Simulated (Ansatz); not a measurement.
# Band table of Mg (bcc type)

```yaml
crystal:
  lattice:
    - [-1.72809, 1.72809, 1.72809]
    - [1.72809, -1.72809, 1.72809]
    - [1.72809, 1.72809, -1.72809]
  atoms:
    - { symbol: Mg, position: [0.00000, 0.00000, 0.00000] }
```

The cell comes from a relaxation on PAW files under the same functional, begun from a prototype that needn't be the stable phase.

Computed with Ansatz 0.2.0; functional PBE, scalar-relativistic. Settings: a Γ-centred 17×17×17 k mesh, Fermi–Dirac smearing of 0.05 eV, no spin polarisation. Methods: LAPW: all electrons, basis error target 1 meV/atom.

This run: volume at 0.9 of the series' base cell.

Path points, in fractions of the reciprocal vectors: Γ (0.000, 0.000, 0.000), H (0.500, -0.500, 0.500), N (0.000, 0.000, 0.500), P (0.250, 0.250, 0.250). The distance column jumps between branches of the path. Levels in eV from the Fermi level; bands 5 to 7, counted from the lowest band of the run. The gap is zero, the pressure 4.51 GPa.

```
# k(1/Å) point b5 b6 b7
0.000 Γ -7.44 13.72 13.72
0.227 - -7.25 12.24 12.24
0.454 - -6.66 10.16 10.16
0.682 - -5.68 8.33 8.33
0.909 - -4.33 6.82 6.82
1.136 - -2.64 5.65 5.65
1.363 - -0.62 4.78 4.82
1.591 - 1.67 4.20 4.32
1.818 H 4.00 4.00 4.15
1.979 - 2.72 3.19 4.24
2.139 - 1.55 2.24 4.48
2.300 - 0.56 1.35 4.90
2.461 - -0.24 0.56 5.48
2.621 - -0.87 -0.08 6.22
2.782 - -1.31 -0.54 7.13
2.943 - -1.58 -0.83 8.18
3.103 N -1.67 -0.92 8.99
3.264 - -2.75 0.32 9.08
3.425 - -3.96 2.03 9.36
3.586 - -5.00 3.92 9.83
3.746 - -5.87 5.95 10.48
3.907 - -6.56 8.13 11.30
4.068 - -7.05 10.41 12.24
4.228 - -7.35 12.61 13.20
4.389 Γ -7.44 13.72 13.72
4.586 - -7.30 12.54 12.54
4.783 - -6.85 10.29 10.29
4.979 - -6.12 8.13 8.13
5.176 - -5.10 6.20 6.20
5.373 - -3.81 4.54 4.54
5.570 - -2.28 3.14 3.14
5.767 - -0.54 2.02 2.02
5.963 P 1.18 1.18 1.18
6.160 - 0.60 0.60 1.83
6.357 - 0.29 0.29 1.72
6.554 - 0.24 0.24 1.73
6.751 - 0.47 0.47 1.96
6.947 - 0.96 0.96 2.44
7.144 - 1.73 1.73 3.11
7.341 - 2.76 2.76 3.81
7.538 H 4.00 4.00 4.15
9.112 P 1.18 1.18 1.18
9.226 - 0.51 1.00 1.93
9.339 - -0.07 0.61 2.78
9.453 - -0.56 0.19 3.72
9.567 - -0.96 -0.20 4.75
9.680 - -1.27 -0.51 5.86
9.794 - -1.49 -0.74 7.04
9.907 - -1.62 -0.88 8.24
10.021 N -1.67 -0.92 8.99
```
